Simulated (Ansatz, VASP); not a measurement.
## SiC in VASP and in Ansatz

```xyz
8
Lattice="3.0062 0.0000 0.0000 -1.5031 2.6034 0.0000 0.0000 0.0000 9.5384" Properties=species:S:1:pos:R:3 pbc="T T T"
Si    1.5031    0.8678    8.9454
Si    0.0000    1.7356    4.1762
Si    0.0000    0.0000    6.5614
Si    0.0000    0.0000    1.7922
C     1.5031    0.8678    7.1521
C     0.0000    1.7356    2.3829
C     0.0000    0.0000    4.7735
C     0.0000    0.0000    0.0043
```

Alike in both runs: task single point; functional PBEsol; k mesh 12 × 12 × 4; occupations gaussian, width 0.05 eV; no spin polarisation.

|  | VASP | Ansatz |
| --- | --- | --- |
| version | VASP 6.6.1 | Ansatz 0.2.0 |
| potentials or method | VASP PAW PBE potentials, release 64 (Si, C) | scalar-relativistic, plane waves, PAW |
| plane-wave cutoff (eV) | 520 | 520 |
| valence electrons in the cell | 32 | 32 |

VASP gave:

| Item | Value |
| --- | --- |
| gap on the k mesh at the Fermi level (eV) | 2.08 |
| least direct gap on the mesh (eV) | 3.27 |
| rms of the force components (eV/Å) | 0.344 |

Estimate Ansatz's values.

gap on the k mesh at the Fermi level (eV): 2.10; least direct gap on the mesh (eV): 3.28; rms of the force components (eV/Å): 0.342.

Atom by atom the forces differ by 0.002 eV/Å (rms over components). Ansatz warned: «pseudo_functional_mismatch».

Caveats: the PAW data sets were made with another functional, which shifts forces and pressure a little (VASP). A hybrid or GW would open this gap; PBEsol tends to underestimate it. A k mesh can miss the band edges.
